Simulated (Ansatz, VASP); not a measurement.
## AlN: VASP beside Ansatz

```
Al N
1.0
     3.07038    0.00000    0.00000
    -1.53519    2.65903    0.00000
     0.00000    0.00000    4.89622
Al N
2 2
Direct
  0.33333 0.66667 0.99847
  0.66667 0.33333 0.49847
  0.33333 0.66667 0.38153
  0.66667 0.33333 0.88153
```

Alike in both runs: functional PBEsol; k mesh 8 × 8 × 6; no spin polarisation.

Ansatz relaxed the structure, and its values are those at the end. VASP's run is a single point on that final structure, the one shown.

|  | VASP | Ansatz |
| --- | --- | --- |
| version | VASP 6.6.1 | Ansatz 0.2.0 |
| potentials or method | VASP PAW PBE potentials, release 64 (Al, N) | PAW with Ansatz's default frozen-core files, scalar-relativistic |
| plane-wave cutoff (eV) | 520 | 420 |
| occupations | gaussian, width 0.01 eV | fixed |
| valence electrons in the cell | 16 | 16 |

|  | VASP | Ansatz | Ansatz less VASP |
| --- | --- | --- | --- |
| pressure (GPa) | 10.0 | 10.0 | -0.02 |

Caveats: the PAW data sets were made with another functional, which shifts forces and pressure a little (VASP). A k mesh can miss the band edges.
